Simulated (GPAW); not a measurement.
Write an ASE script for GPAW 26.7.0 that does the following.

```yaml
Task: single point
Functional: PBE
Potentials_or_basis: GPAW PAW data sets (gpaw-data 1.2.1)
Cutoff: 500 eV
Basis: pw
k_mesh: 8 × 8 × 1
Occupations: fermi-dirac, width 0.05 eV
Spin: no spin polarisation
Maxiter: 120
Convergence: default
```

WS2, a slab with vacuum:

```
CELL_PARAMETERS angstrom
3.18321 0.00000 0.00000
-1.59160 2.75674 0.00000
0.00000 0.00000 23.66876
ATOMIC_POSITIONS crystal
W 0.66667 0.33333 0.36268
W 0.33333 0.66667 0.63732
S 0.66667 0.33333 0.70318
S 0.33333 0.66667 0.42856
S 0.66667 0.33333 0.57144
S 0.33333 0.66667 0.29682
```

The input as run:

run.py

```python
from ase import Atoms
from ase.dft.bandgap import bandgap
from ase.io import write
from ase.units import GPa
from gpaw import GPAW, PW

atoms = Atoms(['W', 'W', 'S', 'S', 'S', 'S'],
              cell=[[3.1832085602, 0.0, 0.0],
                    [-1.5916042801, 2.7567394786, 0.0],
                    [0.0, 0.0, 23.66876325]],
              scaled_positions=[[0.6666666667, 0.3333333333, 0.36268246],
                                [0.3333333333, 0.6666666667, 0.63731754],
                                [0.6666666667, 0.3333333333, 0.70318389],
                                [0.3333333333, 0.6666666667, 0.42855817],
                                [0.6666666667, 0.3333333333, 0.57144183],
                                [0.3333333333, 0.6666666667, 0.29681611]],
              pbc=True)

calc = GPAW(mode=PW(500),
            xc='PBE',
            kpts={'size': (8, 8, 1), 'gamma': True},
            occupations={'name': 'fermi-dirac', 'width': 0.05},
            nbands=46,
            maxiter=120,
            txt='gpaw.txt')
atoms.calc = calc
energy = atoms.get_potential_energy()
forces = atoms.get_forces()
stress = atoms.get_stress()
calc.write('gs.gpw')
write('result.traj', atoms)
print(f'Energy: {energy:.6f} eV')
print('Forces (eV/A):')
print(forces.round(4))
print('Stress (GPa):', (stress / GPa).round(3))
print('Fermi level:', round(calc.get_fermi_level(), 4), 'eV')
print(f'Gap: {bandgap(calc)[0]:.4f} eV, direct: {bandgap(calc, direct=True)[0]:.4f} eV')
```

Potentials or basis: GPAW PAW data sets (gpaw-data 1.2.1), pw.

Command:

```sh
$ OMP_NUM_THREADS=1 python run.py
```

Results of the run:

```json
{
 "Largest force": "0.288 eV/Å",
 "Band gap on the k mesh": "1.72 eV, indirect (least direct gap 2.22 eV)"
}
```

Caveat: the cutoff is short for stress and forces, so pressures can be off by a GPa or more; spin-orbit coupling is left out, which moves the levels of the heavy elements.

It took 65 s on 1 thread of Arm Neoverse V2, with other jobs on the host, peak memory 0.25 GiB.
